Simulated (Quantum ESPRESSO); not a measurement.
Ta2C:

```
Ta C
1.0
     3.10590    0.00000    0.00000
    -1.55295    2.68979    0.00000
     0.00000    0.00000    4.94640
Ta C
2 1
Direct
  0.66667 0.33333 0.74799
  0.33333 0.66667 0.25201
  0.00000 0.00000 0.00000
```

* Program: Quantum ESPRESSO 7.5
* Task: single point
* Functional: PBEsol
* Potentials or basis: GBRV 1.5 PBEsol
* Cutoff: 762 eV
* Density cutoff: 6095 eV
* k mesh: 10 × 10 × 6
* Occupations: fermi-dirac, width 0.05 eV
* Spin: no spin polarisation

On this cell: pressure -3.1 GPa; largest force 0.027 eV/Å; band gap on the k mesh none (metal or under the smearing width).

The same run follows on a disturbed copy (atoms moved at random, drawn with an rms of 0.05 Å):

```xyz
3
Lattice="3.1059 0.0000 0.0000 -1.5530 2.6898 0.0000 0.0000 0.0000 4.9464" Properties=species:S:1:pos:R:3 pbc="T T T"
Ta    1.5776    0.9184    3.7186
Ta   -0.0101    1.7920    1.2819
C     0.0349   -0.0012    0.0297
```

What does the disturbed cell give?

The energy (extrapolated to zero smearing) moves by +4.7 meV/atom; pressure -3.5 GPa; largest force 0.549 eV/Å; band gap on the k mesh none (metal or under the smearing width).

Forces in eV/Å, atoms in the order of the input:
```
Ta   0.068 -0.224  0.231
Ta   0.430 -0.001 -0.177
C   -0.499  0.224 -0.054
```

Stress tensor (GPa, compression positive):
```
-3.09  0.02  0.99
 0.02 -3.19  0.59
 0.99  0.59 -4.20
```
